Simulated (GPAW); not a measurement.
# Si (P6/mmm) in GPAW: band structure with r2SCAN

Aim: the band structure of Si with r2SCAN.

All numbers are computed with GPAW 26.7.0; they aren't measurements. Logs are shortened: lines on timing, memory, paths and dates and some standing lists are left out, and cuts for length are marked. The log counts tension as positive stress, the text compression.

## (1) The structure

It takes space group P6/mmm (No. 191, hexagonal). The conventional cell has a = 4.121 Å, b = 4.121 Å, c = 2.655 Å, α = 90.00°, β = 90.00°, γ = 120.00°. Around Si (site symmetry -6m2) lie 5 Si at 2.38 to 2.65 Å.

The cell was built by a generator and needn't be a form met in nature.

## (2) Band structure, r2SCAN

The input, run.py:

```python
from ase import Atoms
from ase.dft.bandgap import bandgap
from ase.io import write
from ase.units import GPa
from gpaw import GPAW, PW

atoms = Atoms(['Si', 'Si'],
              cell=[[4.1209498811, 0.0, 0.0],
                    [-2.0604749406, 3.5688472848, 0.0],
                    [0.0, 0.0, 2.65479]],
              scaled_positions=[[0.33333, 0.66667, 0.5],
                                [0.6666633333, 0.3333366667, 0.5]],
              pbc=True)

calc = GPAW(mode=PW(600),
            xc='MGGA_X_R2SCAN+MGGA_C_R2SCAN',
            kpts={'size': (8, 8, 10), 'gamma': True},
            occupations={'name': 'fermi-dirac', 'width': 0.05},
            nbands=11,
            convergence={'density': 1e-05, 'energy': 1e-05},
            maxiter=150,
            txt='gpaw.txt')
atoms.calc = calc
energy = atoms.get_potential_energy()
forces = atoms.get_forces()
stress = atoms.get_stress()
calc.write('gs.gpw')
write('result.traj', atoms)
print(f'Energy: {energy:.6f} eV')
print('Forces (eV/A):')
print(forces.round(4))
print('Stress (GPa):', (stress / GPa).round(3))
print('Fermi level:', round(calc.get_fermi_level(), 4), 'eV')
print(f'Gap: {bandgap(calc)[0]:.4f} eV, direct: {bandgap(calc, direct=True)[0]:.4f} eV')

path = atoms.cell.bandpath('GMKGALHA,LM,KH', npoints=60, eps=1e-4)
bs_calc = calc.fixed_density(kpts=path, symmetry='off', nbands=20,
                             convergence={'bands': 'CBM+6.0', 'eigenstates': 1e-6}, txt='bands.txt')
bs = bs_calc.band_structure()
bs.write('bs.json')
print(f'Gap on the path: {bandgap(bs_calc)[0]:.4f} eV')
```

Potentials or basis: GPAW PAW data sets (gpaw-data 1.2.1), pw.

Launch:

```
$ OMP_NUM_THREADS=1 python run.py
```

gpaw.txt:

```text
__  _  _
 | _ |_)|_||  |
 |__||  | ||/\| - 26.7.0

Input parameters:
  mode=PW(ecut=600.0),
  convergence={'density': 1e-05, 'energy': 1e-05},
  kpts=MonkhorstPack(size=(8, 8, 10), gamma=True),
  maxiter=150,
  nbands=11,
  occupations=Occupations(name='fermi-dirac', width=0.05),
  xc=XC(name='MGGA_X_R2SCAN+MGGA_C_R2SCAN')

Diagonalizing LCAO Hamiltonian
Converting LCAO to pw mode

        Si  Si

Atoms  # Å, Bohr magnetons
|   | symbol |         x |        y |        z |    initial magnetic moments |
|---|--------|-----------|----------|----------|-----------------------------|
| 0 |     Si | -0.000021 | 2.379243 | 1.327395 | ( 0.0000,  0.0000,  0.0000) |
| 1 |     Si |  2.060454 | 1.189628 | 1.327395 | ( 0.0000,  0.0000,  0.0000) |

Unit cell  # Å
| periodic |         x |        y |        z |  lengths |     angles |
|----------|-----------|----------|----------|----------|------------|
|      yes |  4.120950 | 0.000000 | 0.000000 | 4.120950 |  90.000000 |
|      yes | -2.060475 | 3.568847 | 0.000000 | 4.120950 |  90.000000 |
|      yes |  0.000000 | 0.000000 | 2.654790 | 2.654790 | 120.000000 |

Number of symmetries: 4
Symmetry operations  # r_c * U_cc + t_c -> r_c
|   | kind |            matrix            |
|---|------|------------------------------|
| 0 |  E   |  1, 0, 0,  0, 1, 0,  0, 0, 1 |
| 1 |  σ   |  1, 0, 0,  0, 1, 0,  0, 0,-1 |
| 2 |  σ   |  0,-1, 0, -1, 0, 0,  0, 0, 1 |
| 3 |  C2  |  0,-1, 0, -1, 0, 0,  0, 0,-1 |

BZ-sampling:
  Number of BZ points: 640
  Number of IBZ points: 126

  Monkhorst-Pack size: [8, 8, 10]
  Monkhorst-Pack shift: [0.0625, 0.0625, 0.05]

K-points  # in reciprocal-cell coordinates
|     |                                coordinates |     weight |
|-----|--------------------------------------------|------------|
|   0 | (  0.00000000,   0.00000000,   0.00000000) | 0.00156250 |
|   1 | (  0.00000000,   0.00000000,   0.10000000) | 0.00312500 |
|   2 | (  0.00000000,   0.00000000,   0.20000000) | 0.00312500 |
|   3 | (  0.00000000,   0.00000000,   0.30000000) | 0.00312500 |
|   4 | (  0.00000000,   0.00000000,   0.40000000) | 0.00312500 |
|   5 | (  0.00000000,   0.00000000,   0.50000000) | 0.00156250 |
|   6 | (  0.12500000,  -0.12500000,   0.00000000) | 0.00312500 |
|   7 | (  0.12500000,  -0.12500000,   0.10000000) | 0.00625000 |
|   8 | (  0.12500000,  -0.12500000,   0.20000000) | 0.00625000 |
|   9 | (  0.12500000,  -0.12500000,   0.30000000) | 0.00625000 |
| ... |                                            |            |
| 125 | (  0.50000000,   0.50000000,   0.50000000) | 0.00156250 |

Plane wave coefficients: 1330
Cutoff: 600.0 eV

Spin-components: 1 (collinear spins)
Bands:           11
Projectors:      10
Spin-degeneracy: 2
Datatype:        complex128

Parallelization:
  kpt:    1
  domain: 1
  band:   1

Density:
  Valence electrons: 8.0
  Components: 1
  Grid points: [24 24 15]
  Charge: 0.0  # |e|

Potential:
  Grid points: [24 24 15]

species:
  Si:
    name:    Silicon
    Z:       14.0
    valence: 4
    core:    10
    charge:  0.0  # [|e|]
    compensation charges:
      type: gauss
      rc: 0.33  # [Å]
      lmax: 2
    cutoffs:
      filter: 1.86  # [Å]
      core: 2.06  # [Å]
    projectors
    | kind |    occ | energy [eV] | rcut [Å] |
    |------|--------|-------------|----------|
    |   3s |  2.000 |     -10.812 |    1.058 |
    |   3p |  2.000 |      -4.081 |    1.058 |
    |    s |        |      16.399 |    1.058 |
    |    p |        |      23.130 |    1.058 |
    |    d |        |       0.000 |    1.058 |

    Using partial waves for Si as LCAO basis

Reference energy: -15772.688500  # eV

eigensolver:
  PPCG
  Converge bands: occupied
  niter=2

density mixing:
  MSR1-Mixer
  Pratt-step length: 0.05
  Maximum mixing coefficient: 0.75
  Old densities: 10
  SVD Regularization: 0.005
  Good broyden scale: 1.0
  Trust region scale: 1.0
  Backstep threshold: 4.0
  History deletion threshold: 6.0
  Fourier metric: weight=20.0, sigma=0.015

occupation numbers:
  Fermi-Dirac:
    width: 0.0500  # eV

poisson solver:
  ecut: 4800.0  # eV

xc functional:
  name: MGGA_X_R2SCAN+MGGA_C_R2SCAN with 2 nearest neighbor stencil

convergence criteria:
- Maximum integral of absolute [dens]ity change: 1e-05 electrons / valence electron
- Maximum [total energy] change in last 3 cyles: 1e-05 eV / valence electron
- Maximum integral of absolute [eigenst]ate change: 4e-08 eV^2 / valence electron
maximum number of iterations: 150

SCF iterations
|iter     | |      energy | eigst |  dens |
|---------|-|-------------|-------|-------|
|iter:   1| |  -17.424834 | -0.05 |       |
|iter:   2| |  -16.349756 | -1.52 | -0.96 |
|iter:   3| |  -16.280594 | -1.85 | -0.96 |
|iter:   4| |  -16.355873 | -2.07 | -1.41 |
|iter:   5| |  -16.355205 | -4.02 | -2.04 |
|iter:   6| |  -16.355226 | -5.91 | -2.86 |
|iter:   7| |  -16.355227c| -6.95 | -3.78 |
|iter:   8| |  -16.355227c| -8.05c| -4.18 |
|iter:   9| |  -16.355227c| -7.82c| -4.47 |
|iter:  10| |  -16.355227c| -8.89c| -5.57c|

Converged in 10 steps
Energy contributions relative to reference atoms: (reference = -15772.688500)

Energy contributions:
  Kinetic:           5.976221
  Coulomb:          -4.521521
  Zero:             -0.040942
  External:          0.000000
  Xc:              -17.766046
  Entropy:          -0.005879
  Spinorbit:         0.000000
  ----------------------------
  Free energy:     -16.358166
  Extrapolated:    -16.355227

dipole moment: (-0.000109, 0.000057, -0.000004)  # |e|*Ang

Fermi level: 5.681
Eigenvalues  # (at kpt = [0.000, 0.000, 0.000])
| band index |      eig [eV] | occ [0-2] |
|------------|---------------|-----------|
|          0 |        -7.374 |     2.000 |
|          1 |         2.533 |     2.000 |
|          2 |         2.533 |     2.000 |
|          3 |         2.874 |     2.000 |
|          4 |         6.973 |     0.000 |
|          5 |         6.973 |     0.000 |
|          6 |        11.551 |     0.000 |
|          7 |        12.431 |     0.000 |
|          8 |        15.018 |     0.000 |
|          9 |        19.592 |     0.000 |
|         10 |        22.292 |     0.000 |

No gap
No difference between direct/indirect transitions

Forces  # eV/Ang
|        x |        y |       z |
|----------|----------|---------|
| -0.00000 |  0.00000 | 0.00000 |  # Si   0
|  0.00000 | -0.00000 | 0.00000 |  # Si   1

Stress tensor  # eV/Ang^3
|        x |        y |        z |
|----------|----------|----------|
| 0.005183 | 0.000001 | 0.000000 |
| 0.000001 | 0.005184 | 0.000000 |
| 0.000000 | 0.000000 | 0.003341 |

# Writing to gs.gpw (mode='')
```

Run time: 2.1 min. Hardware: 1 thread of Arm Neoverse V1, shared host; peak memory 0.26 GiB.

What came out:

```yaml
Free_energy: -16.3582 eV
Pressure: -0.7 GPa
Band_gap_along_the_path: none (metal or under the smearing width)
```

Levels at the corners of the path, in eV from the Fermi level:
```csv
point,band 2,band 3,band 4,band 5,band 6,band 7
Γ,-3.15,-3.15,-2.81,1.29,1.29,5.87
M,-9.33,-4.39,-1.33,6.49,7.41,7.57
K,-10.16,-5.89,3.17,3.17,4.19,9.10
Γ,-3.15,-3.15,-2.81,1.29,1.29,5.87
A,-6.31,-0.28,-0.28,1.23,3.65,4.46
L,-5.29,-4.59,-2.81,-1.38,3.10,4.10
H,-5.99,-3.69,-3.69,-2.65,2.28,7.36
A,-6.31,-0.28,-0.28,1.23,3.65,4.46
L,-5.29,-4.59,-2.81,-1.38,3.10,4.10
M,-9.33,-4.39,-1.33,6.49,7.41,7.57
K,-10.16,-5.89,3.17,3.17,4.19,9.10
H,-5.99,-3.69,-3.69,-2.65,2.28,7.36
```

Caveat: the PAW data sets were made with another functional, which shifts forces and pressure a little.
